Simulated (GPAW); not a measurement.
# Ti (Im-3m) in GPAW: reference runs

Aim: a first look at Ti with PBE, on the cell as given.

All numbers are computed with GPAW 26.7.0; they aren't measurements. Logs are shortened: lines on timing, memory, paths and dates and some standing lists are left out, and cuts for length are marked. The log counts tension as positive stress, the text compression.

### Step 1. The crystal as given

The structure is cubic, space group Im-3m (No. 229). The conventional cell has a = 3.282 Å, b = 3.282 Å, c = 3.282 Å, α = 90.00°, β = 90.00°, γ = 90.00°. Ti (site symmetry m-3m) is surrounded by 8 Ti at 2.84 Å.

This isn't the form of Ti at room conditions, which is hcp.

### Step 2. Single point, PBE

Input file run.py:

```python
from ase import Atoms
from ase.dft.bandgap import bandgap
from ase.io import write
from ase.units import Bohr, GPa
from gpaw import GPAW, PW
from gpaw.elf import elf_from_dft_calculation

atoms = Atoms(['Ti'],
              cell=[[-1.641, 1.641, 1.641],
                    [1.641, -1.641, 1.641],
                    [1.641, 1.641, -1.641]],
              scaled_positions=[[0.0, 0.0, 0.0]],
              pbc=True)

calc = GPAW(mode=PW(600),
            xc='PBE',
            kpts={'size': (11, 11, 11), 'gamma': True},
            occupations={'name': 'fermi-dirac', 'width': 0.05},
            nbands=14,
            convergence={'density': 1e-05, 'energy': 1e-05},
            maxiter=150,
            txt='gpaw.txt')
atoms.calc = calc
energy = atoms.get_potential_energy()
forces = atoms.get_forces()
stress = atoms.get_stress()
calc.write('gs.gpw')
write('result.traj', atoms)
print(f'Energy: {energy:.6f} eV')
print('Forces (eV/A):')
print(forces.round(4))
print('Stress (GPa):', (stress / GPa).round(3))
print('Fermi level:', round(calc.get_fermi_level(), 4), 'eV')
print(f'Gap: {bandgap(calc)[0]:.4f} eV, direct: {bandgap(calc, direct=True)[0]:.4f} eV')

# fields on the real-space grid
write('density.cube', atoms, data=calc.get_pseudo_density() * Bohr**3)
write('potential.cube', atoms, data=calc.get_electrostatic_potential())
write('elf.cube', atoms, data=elf_from_dft_calculation(calc).data)
```

Potentials or basis: GPAW PAW data sets (gpaw-data 1.2.1), pw.

Command:

```bash
$ OMP_NUM_THREADS=1 python run.py
```

gpaw.txt:

```text
__  _  _
 | _ |_)|_||  |
 |__||  | ||/\| - 26.7.0

Input parameters:
  mode=PW(ecut=600.0),
  convergence={'density': 1e-05, 'energy': 1e-05},
  kpts=MonkhorstPack(size=(11, 11, 11), gamma=True),
  maxiter=150,
  nbands=14,
  occupations=Occupations(name='fermi-dirac', width=0.05),
  xc=XC(name='PBE')

Diagonalizing LCAO Hamiltonian
Converting LCAO to pw mode

       Ti

Atoms  # Å, Bohr magnetons
|   | symbol |        x |        y |        z |    initial magnetic moments |
|---|--------|----------|----------|----------|-----------------------------|
| 0 |     Ti | 0.000000 | 0.000000 | 0.000000 | ( 0.0000,  0.0000,  0.0000) |

Unit cell  # Å
| periodic |         x |         y |         z |  lengths |     angles |
|----------|-----------|-----------|-----------|----------|------------|
|      yes | -1.641000 |  1.641000 |  1.641000 | 2.842295 | 109.471221 |
|      yes |  1.641000 | -1.641000 |  1.641000 | 2.842295 | 109.471221 |
|      yes |  1.641000 |  1.641000 | -1.641000 | 2.842295 | 109.471221 |

Number of symmetries: 48
Symmetry operations  # r_c * U_cc + t_c -> r_c
|    | kind |            matrix            |
|----|------|------------------------------|
|  0 |  σ   |  1, 1, 1,  0, 0,-1,  0,-1, 0 |
|  1 |  C4  |  1, 1, 1,  0, 0,-1, -1, 0, 0 |
|  2 |  C2  |  1, 1, 1,  0,-1, 0,  0, 0,-1 |
|  3 |  S6  |  1, 1, 1,  0,-1, 0, -1, 0, 0 |
|  4 |  S6  |  1, 1, 1, -1, 0, 0,  0, 0,-1 |
|  5 |  C4  |  1, 1, 1, -1, 0, 0,  0,-1, 0 |
|  6 |  E   |  1, 0, 0,  0, 1, 0,  0, 0, 1 |
|  7 |  σ   |  1, 0, 0,  0, 1, 0, -1,-1,-1 |
|  8 |  σ   |  1, 0, 0,  0, 0, 1,  0, 1, 0 |
|  9 |  C3  |  1, 0, 0,  0, 0, 1, -1,-1,-1 |
| 10 |  C3  |  1, 0, 0, -1,-1,-1,  0, 1, 0 |
| 11 |  σ   |  1, 0, 0, -1,-1,-1,  0, 0, 1 |
| 12 |  σ   |  0, 1, 0,  1, 0, 0,  0, 0, 1 |
| 13 |  C2  |  0, 1, 0,  1, 0, 0, -1,-1,-1 |
| 14 |  C3  |  0, 1, 0,  0, 0, 1,  1, 0, 0 |
| 15 |  S4  |  0, 1, 0,  0, 0, 1, -1,-1,-1 |
| 16 |  S4  |  0, 1, 0, -1,-1,-1,  1, 0, 0 |
| 17 |  C3  |  0, 1, 0, -1,-1,-1,  0, 0, 1 |
| 18 |  C3  |  0, 0, 1,  1, 0, 0,  0, 1, 0 |
| 19 |  S4  |  0, 0, 1,  1, 0, 0, -1,-1,-1 |
| 20 |  σ   |  0, 0, 1,  0, 1, 0,  1, 0, 0 |
| 21 |  C3  |  0, 0, 1,  0, 1, 0, -1,-1,-1 |
| 22 |  C2  |  0, 0, 1, -1,-1,-1,  1, 0, 0 |
| 23 |  S4  |  0, 0, 1, -1,-1,-1,  0, 1, 0 |
| 24 |  C4  |  0, 0,-1,  1, 1, 1,  0,-1, 0 |
| 25 |  σ   |  0, 0,-1,  1, 1, 1, -1, 0, 0 |
| 26 |  S6  |  0, 0,-1,  0,-1, 0,  1, 1, 1 |
| 27 |  C2  |  0, 0,-1,  0,-1, 0, -1, 0, 0 |
| 28 |  C4  |  0, 0,-1, -1, 0, 0,  1, 1, 1 |
| 29 |  S6  |  0, 0,-1, -1, 0, 0,  0,-1, 0 |
| 30 |  S6  |  0,-1, 0,  1, 1, 1,  0, 0,-1 |
| 31 |  C4  |  0,-1, 0,  1, 1, 1, -1, 0, 0 |
| 32 |  C4  |  0,-1, 0,  0, 0,-1,  1, 1, 1 |
| 33 |  S6  |  0,-1, 0,  0, 0,-1, -1, 0, 0 |
| 34 |  σ   |  0,-1, 0, -1, 0, 0,  1, 1, 1 |
| 35 |  C2  |  0,-1, 0, -1, 0, 0,  0, 0,-1 |
| 36 |  C2  | -1, 0, 0,  1, 1, 1,  0, 0,-1 |
| 37 |  S6  | -1, 0, 0,  1, 1, 1,  0,-1, 0 |
| 38 |  S6  | -1, 0, 0,  0, 0,-1,  1, 1, 1 |
| 39 |  C2  | -1, 0, 0,  0, 0,-1,  0,-1, 0 |
| 40 |  C2  | -1, 0, 0,  0,-1, 0,  1, 1, 1 |
| 41 |  i   | -1, 0, 0,  0,-1, 0,  0, 0,-1 |
| 42 |  S4  | -1,-1,-1,  1, 0, 0,  0, 1, 0 |
| 43 |  C3  | -1,-1,-1,  1, 0, 0,  0, 0, 1 |
| 44 |  C3  | -1,-1,-1,  0, 1, 0,  1, 0, 0 |
| 45 |  σ   | -1,-1,-1,  0, 1, 0,  0, 0, 1 |
| 46 |  S4  | -1,-1,-1,  0, 0, 1,  1, 0, 0 |
| 47 |  C2  | -1,-1,-1,  0, 0, 1,  0, 1, 0 |

BZ-sampling:
  Number of BZ points: 1331
  Number of IBZ points: 56

  Monkhorst-Pack size: [11, 11, 11]
  Monkhorst-Pack shift: [0, 0, 0]

K-points  # in reciprocal-cell coordinates
|     |                                coordinates |     weight |
|-----|--------------------------------------------|------------|
|   0 | (  0.00000000,   0.00000000,   0.00000000) | 0.00075131 |
|   1 | (  0.09090909,   0.00000000,   0.00000000) | 0.00901578 |
|   2 | (  0.09090909,   0.09090909,  -0.09090909) | 0.00450789 |
|   3 | (  0.18181818,   0.00000000,  -0.09090909) | 0.01803156 |
|   4 | (  0.18181818,   0.00000000,   0.00000000) | 0.00901578 |
|   5 | (  0.18181818,   0.09090909,  -0.09090909) | 0.01803156 |
|   6 | (  0.18181818,   0.18181818,  -0.18181818) | 0.00450789 |
|   7 | (  0.27272727,  -0.09090909,  -0.09090909) | 0.00601052 |
|   8 | (  0.27272727,   0.00000000,  -0.09090909) | 0.03606311 |
|   9 | (  0.27272727,   0.00000000,   0.00000000) | 0.00901578 |
| ... |                                            |            |
|  55 | (  0.45454545,   0.45454545,   0.45454545) | 0.00601052 |

Plane wave coefficients: 603
Cutoff: 600.0 eV

Spin-components: 1 (collinear spins)
Bands:           14
Projectors:      6
Spin-degeneracy: 2
Datatype:        complex128

Density:
  Valence electrons: 12.0
  Components: 1
  Grid points: [18 18 18]
  Charge: 0.0  # |e|

Potential:
  Grid points: [18 18 18]

species:
  Ti:
    name:    Titanium
    Z:       22.0
    valence: 12
    core:    10
    charge:  0.0  # [|e|]
    compensation charges:
      type: gauss
      rc: 0.38  # [Å]
      lmax: 2
    cutoffs:
      filter: 2.23  # [Å]
      core: 1.02  # [Å]
    projectors
    | kind |    occ | energy [eV] | rcut [Å] |
    |------|--------|-------------|----------|
    |   3s |  2.000 |     -62.623 |    1.270 |
    |   4s |  2.000 |      -4.466 |    1.270 |
    |   3p |  6.000 |     -38.862 |    1.058 |
    |   4p |  0.000 |      -1.466 |    1.058 |
    |   3d |  2.000 |      -4.258 |    1.058 |
    |    d |        |      22.953 |    1.058 |

    Using partial waves for Ti as LCAO basis

Reference energy: -23224.014282  # eV

eigensolver:
  PPCG
  Converge bands: occupied
  niter=2

density mixing:
  MSR1-Mixer
  Pratt-step length: 0.05
  Maximum mixing coefficient: 0.75
  Old densities: 10
  SVD Regularization: 0.005
  Good broyden scale: 1.0
  Trust region scale: 1.0
  Backstep threshold: 4.0
  History deletion threshold: 6.0
  Fourier metric: weight=20.0, sigma=0.015

occupation numbers:
  Fermi-Dirac:
    width: 0.0500  # eV

poisson solver:
  ecut: 4800.0  # eV

xc functional:
  name: PBE with 2 nearest neighbor stencil

convergence criteria:
- Maximum integral of absolute [dens]ity change: 1e-05 electrons / valence electron
- Maximum [total energy] change in last 3 cyles: 1e-05 eV / valence electron
- Maximum integral of absolute [eigenst]ate change: 4e-08 eV^2 / valence electron
maximum number of iterations: 150

SCF iterations
|iter     | |      energy | eigst |  dens |
|---------|-|-------------|-------|-------|
|iter:   1| |   -6.775119 | -0.12 |       |
|iter:   2| |   -6.719156 | -3.03 | -1.24 |
|iter:   3| |   -6.549028 | -1.84 | -1.29 |
|iter:   4| |   -6.552107 | -3.77 | -2.06 |
|iter:   5| |   -6.553729 | -4.16 | -2.34 |
|iter:   6| |   -6.553741 | -6.24 | -3.60 |
|iter:   7| |   -6.553743c| -6.78 | -3.93 |
|iter:   8| |   -6.553743c| -8.32c| -5.15c|

Converged in 8 steps
Energy contributions relative to reference atoms: (reference = -23224.014282)

Energy contributions:
  Kinetic:           4.572713
  Coulomb:          -4.454452
  Zero:              0.010413
  External:          0.000000
  Xc:               -6.671036
  Entropy:          -0.022762
  Spinorbit:         0.000000
  ----------------------------
  Free energy:      -6.565124
  Extrapolated:     -6.553743

dipole moment: (-5.219857, -5.219857, -5.219857)  # |e|*Ang

Fermi level: 8.089
Eigenvalues  # (at kpt = [0.000, 0.000, 0.000])
| band index |      eig [eV] | occ [0-2] |
|------------|---------------|-----------|
|          0 |       -48.435 |     2.000 |
|          1 |       -24.333 |     2.000 |
|          2 |       -24.333 |     2.000 |
|          3 |       -24.333 |     2.000 |
|          4 |         2.205 |     2.000 |
|          5 |         9.076 |     0.000 |
|          6 |         9.076 |     0.000 |
|          7 |         9.076 |     0.000 |
|          8 |        10.794 |     0.000 |
|          9 |        10.794 |     0.000 |
|         10 |        25.403 |     0.000 |
|         11 |        25.403 |     0.000 |
|         12 |        25.403 |     0.000 |
|         13 |        31.152 |     0.000 |

No gap
No difference between direct/indirect transitions

Forces  # eV/Ang
|        x |        y |       z |
|----------|----------|---------|
| -0.00000 | -0.00000 | 0.00000 |  # Ti   0

Stress tensor  # eV/Ang^3
|        x |         y |         z |
|----------|-----------|-----------|
| 0.018980 |  0.000000 |  0.000000 |
| 0.000000 |  0.018980 | -0.000000 |
| 0.000000 | -0.000000 |  0.018980 |

# Writing to gs.gpw (mode='')
```

Wall time 6.8 s (1 thread of Intel Xeon 6975P-C (Granite Rapids), shared host); peak memory 0.14 GiB.

What came out:

```
Free energy            : -6.5651 eV
Pressure               : -3.0 GPa
Band gap on the k mesh : none (metal or under the smearing width)
```
